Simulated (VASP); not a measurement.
AlN, 2 atoms in the cell. Symmetry: F-43m, No. 216, cubic system. Conventional cell: a = 4.377 Å, b = 4.377 Å, c = 4.377 Å, α = 90.00°, β = 90.00°, γ = 90.00°. Al (site symmetry -43m) has 4 N at 1.90 Å as nearest neighbours. N (site symmetry -43m) has 4 Al at 1.90 Å as nearest neighbours. Measurements of this composition are mostly on another form, of space group No. 186.

* Program: VASP 6.6.1
* Task: relaxation of cell and atoms
* Functional: PBEsol
* Potentials or basis: VASP PAW PBE potentials, release 64 (Al, N)
* Cutoff: 600 eV
* k mesh: 10 × 10 × 10
* Occupations: gaussian, width 0.03 eV
* Spin: no spin polarisation
* Further INCAR settings: ALGO = Normal; EDIFF = 1e-07; IBRION = 2; EDIFFG = -0.005; NSW = 90; ISIF = 3

Potentials or basis: VASP PAW PBE potentials, release 64 (Al, N).

Command:

```console
$ cat potpaw_PBE.64/Al/POTCAR potpaw_PBE.64/N/POTCAR > POTCAR
$ mpirun -np 1 vasp_std > vasp.out
```

Hardware: 1 thread of Intel(R) Xeon(R) Platinum 8488C (Sapphire Rapids) (shared host).

**Question.** How long does it take, and how much memory?

**Answer.** Wall time 7.7 s on 1 thread of Intel(R) Xeon(R) Platinum 8488C (Sapphire Rapids), with other jobs on the host, peak memory 0.14 GiB. Counts: scf iterations 13, k points 47, ion steps 1.
